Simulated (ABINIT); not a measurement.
Mo:

```
CELL_PARAMETERS angstrom
-1.58381 1.58381 1.58381
1.58381 -1.58381 1.58381
1.58381 1.58381 -1.58381
ATOMIC_POSITIONS crystal
Mo 0.00000 0.00000 0.00000
```

Base run:

* Program: ABINIT 10.8.3 (patched build)
* Functional: LDA
* Potentials or basis: JTH PAW PBE v2.0
* Cutoff: 490 eV
* k mesh: 12 × 12 × 12
* Occupations: fermi-dirac, width 0.05 eV
* Spin: no spin polarisation

Its results: band gap on the k mesh none (metal or under the smearing width); pressure -13.2 GPa.

The run is repeated on the same cell with these changes: functional from LDA to revPBE. What comes out?

Band gap on the k mesh none (metal or under the smearing width); pressure 0.7 GPa.

revPBE binds less tightly than LDA, so the same cell stands under more pressure.

Caveats: the PAW data sets were made with another functional, which shifts forces and pressure a little.
